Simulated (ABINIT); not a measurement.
**BeTe (F-43m): G0W0 with ABINIT, start to end**

Wanted: ground state, empty states, screening and self-energy for BeTe (F-43m).

Method: PBE and many-body steps on it, plane waves, in ABINIT 10.8.3.

Most raw output is cut from this account.

The database entry behind the starting cell differs from later determinations by our own check (an axis about 1.5 % short against later determinations), so it need not match the best structure at ambient conditions.

## (1) The starting structure

It takes space group F-43m (No. 216, cubic). The conventional cell has a = 5.540 Å, b = 5.540 Å, c = 5.540 Å, α = 90.00°, β = 90.00°, γ = 90.00°. Nearest to Be lie 4 Te at 2.40 Å. Nearest to Te lie 4 Be at 2.40 Å. Farther neighbours and most contacts between anions are not listed.

The cell and positions come from the Crystallography Open Database and are kept as given unless a step says otherwise.

## (2) Ground state

This step: ABINIT 10.8.3; DFT, PBE with spin-orbit coupling, plane waves, norm-conserving pseudopotentials.

The ground-state density comes first.

The input, run.abi:

```
acell 3*1.0 Angstrom
rprim 
  0.000000000000 2.770000000000 2.770000000000
  2.770000000000 0.000000000000 2.770000000000
  2.770000000000 2.770000000000 -0.000000000000
ntypat 2
znucl 4 52
natom 2
typat 1 2
xred 
  0.000000000000 0.000000000000 0.000000000000
  0.250000000000 0.250000000000 0.250000000000
pp_dirpath "pseudos"
pseudos "Be.upf, Te.upf"
ecut 38
nspinor 2
ngkpt 6 6 6
nshiftk 1
shiftk 0 0 0
kptopt 1
chksymbreak 0
nband 30
occopt 1
tolvrs 1e-10
nstep 60
prtwf 0
optforces 0
optstress 0
indata_prefix "in"
outdata_prefix "out"
tmpdata_prefix "tmp"
```

The run is started by

```bash
$ OMP_NUM_THREADS=1 mpirun -n 4 abinit run.abi > log
```

The job ended after 72 s (4 MPI ranks of Arm Neoverse N1, shared host; peak memory 0.39 GiB; 4.8 min of CPU time).

Numbers from this step:

- total energy: -3232.4230 eV
- gap: 1.565 eV
- k of the valence top: 0, 0, 0
- k of the conduction bottom: 0.5, 0.5, 0
- least direct gap: 3.265 eV

The gap is indirect, with the least direct gap 1.70 eV higher.

## (3) Bands along the symmetry lines

The cheap functional maps the bands first; the places of the edges decide which points the dearer methods must see.

The input, run.abi:

```
acell 3*1.0 Angstrom
rprim 
  0.000000000000 2.770000000000 2.770000000000
  2.770000000000 0.000000000000 2.770000000000
  2.770000000000 2.770000000000 -0.000000000000
ntypat 2
znucl 4 52
natom 2
typat 1 2
xred 
  0.000000000000 0.000000000000 0.000000000000
  0.250000000000 0.250000000000 0.250000000000
pp_dirpath "pseudos"
pseudos "Be.upf, Te.upf"
ecut 38
nspinor 2
iscf -2
irdden 1
kptopt 0
nkpt 26
kpt 
  0.00000000 0.00000000 0.00000000
  -0.12500000 -0.12500000 0.00000000
  -0.25000000 -0.25000000 0.00000000
  -0.37500000 -0.37500000 0.00000000
  -0.50000000 -0.50000000 0.00000000
  -0.46875000 -0.46875000 0.06250000
  -0.43750000 -0.43750000 0.12500000
  -0.40625000 -0.40625000 0.18750000
  -0.37500000 -0.37500000 0.25000000
  -0.37500000 0.00000000 0.37500000
  -0.28125000 0.00000000 0.28125000
  -0.18750000 0.00000000 0.18750000
  -0.09375000 0.00000000 0.09375000
  0.00000000 0.00000000 0.00000000
  0.00000000 0.00000000 0.12500000
  0.00000000 0.00000000 0.25000000
  0.00000000 0.00000000 0.37500000
  -0.00000000 -0.00000000 0.50000000
  -0.12500000 -0.06250000 0.43750000
  -0.25000000 -0.12500000 0.37500000
  -0.37500000 -0.18750000 0.31250000
  -0.50000000 -0.25000000 0.25000000
  -0.50000000 -0.31250000 0.18750000
  -0.50000000 -0.37500000 0.12500000
  -0.50000000 -0.43750000 0.06250000
  -0.50000000 -0.50000000 0.00000000
istwfk *1
nband 36
nbdbuf 6
tolwfr 1e-08
nstep 40
prtwf 0
prtvol 0
indata_prefix "in"
outdata_prefix "out"
tmpdata_prefix "tmp"
```

Run time: 61 s. Hardware: 4 MPI ranks; peak memory 0.36 GiB.

Numbers from this step:

- gap: 1.565 eV
- k of the valence top: 0, 0, 0
- k of the conduction bottom: -0.5, -0.5, 0
- least direct gap: 3.265 eV

The gap is 1.565 eV, as in the run before at this level.

Electronic bands along the path, in eV, zero at the top of the highest filled band:

```tsv
point	band 17	band 18	band 19	band 20	band 21	band 22	band 23	band 24
Γ	0.00	0.00	0.00	0.00	3.27	3.27	3.33	3.33
halfway	-2.27	-2.27	-1.89	-1.89	2.25	2.25	4.16	4.16
X	-3.32	-3.32	-2.92	-2.92	1.56	1.56	2.32	2.32
halfway	-3.77	-3.64	-2.97	-2.95	1.92	1.93	2.99	3.06
U	-4.60	-4.32	-2.68	-2.66	2.34	2.36	5.00	5.09
jump to K	-4.60	-4.32	-2.68	-2.66	2.34	2.36	5.00	5.09
halfway	-2.81	-2.67	-1.00	-0.99	3.87	3.88	4.40	4.42
Γ	0.00	0.00	0.00	0.00	3.27	3.27	3.33	3.33
halfway	-1.29	-1.29	-0.77	-0.77	3.16	3.16	4.18	4.18
L	-1.78	-1.78	-1.27	-1.27	2.94	2.94	4.27	4.27
halfway	-3.47	-3.33	-2.37	-2.26	3.90	3.94	4.11	4.26
W	-4.54	-4.08	-3.72	-3.67	4.99	5.02	5.26	5.28
halfway	-3.83	-3.65	-3.37	-3.34	2.67	2.67	3.30	3.37
X	-3.32	-3.32	-2.92	-2.92	1.56	1.56	2.32	2.32
```

## (4) Empty states on the mesh, 4×4×4 mesh, 66 bands

The sums over transitions need many empty states on a uniform mesh; this step solves for them.

The input, run.abi:

```
acell 3*1.0 Angstrom
rprim 
  0.000000000000 2.770000000000 2.770000000000
  2.770000000000 0.000000000000 2.770000000000
  2.770000000000 2.770000000000 -0.000000000000
ntypat 2
znucl 4 52
natom 2
typat 1 2
xred 
  0.000000000000 0.000000000000 0.000000000000
  0.250000000000 0.250000000000 0.250000000000
pp_dirpath "pseudos"
pseudos "Be.upf, Te.upf"
ecut 38
nspinor 2
ngkpt 4 4 4
nshiftk 1
shiftk 0 0 0
kptopt 1
chksymbreak 0
iscf -2
irdden 1
istwfk *1
nband 66
nbdbuf 6
tolwfr 1e-09
nstep 60
prtvol 0
indata_prefix "in"
outdata_prefix "out"
tmpdata_prefix "tmp"
```

The job ended after 47 s (4 MPI ranks; peak memory 0.33 GiB).

This step gave:

```
gap                                                           : 1.565 eV
k of the valence top                                          : 0, 0, 0
k of the conduction bottom                                    : 0.5, 0.5, 0
least direct gap                                              : 3.265 eV
k points computed                                             : 8
lowest point of the top converged band, above the valence top : 27.12 eV
```

On this mesh the gap is 1.565 eV.

## (5) Screening, 4×4×4 mesh, 60 bands, screening to 98 eV

The RPA dielectric matrix is built and inverted for each q.

This step: RPA screening on PBE with spin-orbit coupling, plane waves, norm-conserving pseudopotentials.

Changes to run.abi since step 4:

```diff
@@ -21,10 +21,11 @@
 chksymbreak 0
-iscf -2
-irdden 1
 istwfk *1
-nband 66
-nbdbuf 6
-tolwfr 1e-09
-nstep 60
-prtvol 0
+occopt 1
+irdwfk 1
+optdriver 3
+nband 60
+ecuteps 3.6
+inclvkb 0
+awtr 1
+symchi 1
 indata_prefix "in"
```

Elapsed: 83 s, on 4 MPI ranks; peak memory 0.95 GiB; 5.5 min of CPU time.

Numbers from this step:

```
ε∞ with local fields, on this mesh, along the program's q direction : 7.881
the same without local fields                                       : 8.922
plasma frequency                                                    : 25.47 eV
plane waves in the screening matrix                                 : 89
```

Local fields lower ε∞ by 12 %. On a Γ-centred mesh this coarse the value itself is usually too large, while a short band sum pulls it down.

## (6) Self-energy, 4×4×4 mesh, 60 bands, screening to 98 eV

The self-energy is evaluated for the states that the input lists, and the levels follow from it, in one-shot runs by the linearised quasiparticle equation.

This step: G0W0 on PBE with spin-orbit coupling, plane waves, norm-conserving pseudopotentials.

Changes to run.abi since step 5:

```diff
@@ -24,8 +24,17 @@
 irdwfk 1
-optdriver 3
+optdriver 4
 nband 60
+gwcalctyp 0
+ecutsigx 38
+symsigma 0
+nkptgw 2
+kptgw 
+  0.0000000000 0.0000000000 0.0000000000
+  0.5000000000 0.5000000000 0.0000000000
+bdgw 
+  17 26
+  17 24
 ecuteps 3.6
-inclvkb 0
-awtr 1
-symchi 1
+irdscr 1
+ppmodel 1
 indata_prefix "in"
```

Run time: 1.9 min. Hardware: 4 MPI ranks; peak memory 1.2 GiB; 7.5 min of CPU time.

Numbers from this step:

* G0W0 gap on the points computed: 2.764 eV
* starting gap on the mesh: 1.565 eV
* k of the valence top: 0, 0, 0
* k of the conduction bottom: 0.5, 0.5, 0
* Z at the valence top: 0.808
* Z at the conduction bottom: 0.816
* least direct G0W0 gap on the computed points: 4.896 eV

The gap on the mesh goes from 1.56 eV to 2.76 eV, a correction of +1.20 eV.

Limits: finite bands, cutoff and mesh; exchange with frozen shells missing; screening head approximate; coarse k mesh. v1 is the top filled band, c1 the lowest empty one. Levels before and after the correction, in eV, zero at the valence-band top of each column:

```tsv
	conduction bottom	valence top
Kohn-Sham	1.56	0.00
G0W0	2.76	0.00
```

```tsv
	level	energy (eV)
Kohn-Sham	Γ v3	0.000
Kohn-Sham	Γ v2-v1	0.000
Kohn-Sham	Γ c1-c2	3.265
Kohn-Sham	Γ c3	3.331
Kohn-Sham	(0.5 0.5 0) v3	-3.324
Kohn-Sham	(0.5 0.5 0) v2-v1	-2.924
Kohn-Sham	(0.5 0.5 0) c1-c2	1.565
Kohn-Sham	(0.5 0.5 0) c3	2.322
G0W0	Γ v3	0.000
G0W0	Γ v2-v1	-0.005
G0W0	Γ c1-c2	4.896
G0W0	Γ c3	4.923
G0W0	(0.5 0.5 0) v3	-3.463
G0W0	(0.5 0.5 0) v2-v1	-3.058
G0W0	(0.5 0.5 0) c1-c2	2.764
G0W0	(0.5 0.5 0) c3	3.718
```

## (7) Where the time went

Times are wall times on 4 MPI ranks of Arm Neoverse N1, shared host, good to a factor of about two.

```tsv
step	time	share	memory (GiB)
ground state	72 s	19 %	0.39
bands along the symmetry lines	61 s	16 %	0.36
empty states on the mesh	47 s	12 %	0.33
screening	83 s	22 %	0.95
self-energy	1.9 min	30 %	1.2
```

## (8) Results

| Item | Value |
| --- | --- |
| PBE gap | 1.56 eV, indirect |
| G0W0 gap on the mesh | 2.76 eV |
| GW settings | 4×4×4 mesh, 60 bands, screening to 98 eV, Godby-Needs plasmon pole |
| known limits | not at the basis limit; exchange with frozen shells missing; screening head approximate; coarse k mesh |

What this shows: G0W0 moves the gap on the mesh from 1.56 eV to 2.76 eV (+1.20 eV), with Z of 0.81 and 0.82 at the edges. Local fields lower the RPA ε∞ on this mesh from 8.92 to 7.88; a Γ-centred mesh this coarse tends to raise both, most where the direct gap is narrow, while a short band sum lowers them. Only 2 of the mesh's irreducible points were corrected, so a valley elsewhere could overtake. Bands and cutoff are finite, so the gap is not at the basis limit. The miss can reach some tenths of an eV and take either sign; the mesh is an error of its own. In the G0W0 run levels were corrected at 2 k points alone, so a gap called «on the mesh» is the least over those, and an edge elsewhere would be missed. The 4×4×4 mesh is coarse for this cell, which bears on the long-range parts of exchange and screening. The norm-conserving file of at least one element keeps a d shell over frozen s and p shells of the same row. Exchange with those shells is missing from the self-energy, an error of 0.3 to 0.9 eV in cases checked, whose sign depends on which edge lies on those atoms. The long-wavelength limit of the screening leaves out the non-local commutator, which shifts ε∞.

[Paths, hosts, dates, memory and timing lines, banners, echoed tables and standing remarks are left out of the program output.]

[Logs are printed without paths, hosts, clocks, repeated set-up lines and the standing remarks that a program may print on its own settings, such as how far it seeks lower states.]

[Runs of the session that timed out or met a known fault of the program may be left out.]

[Hosts, paths, dates, database ids (printed as entryN), source tags and the programs' standing remarks are cut or masked in the printed files.]

[G0W0 gaps are taken among the corrected bands and points alone; a level outside them can change the order at an edge.]

[Where Ansatz stands beside ABINIT at settings called matched, ABINIT's density can come from a denser mesh and the files from another edition; pairs whose starting gaps differed by over 0.03 eV were left out, so agreement reads better than it is.]
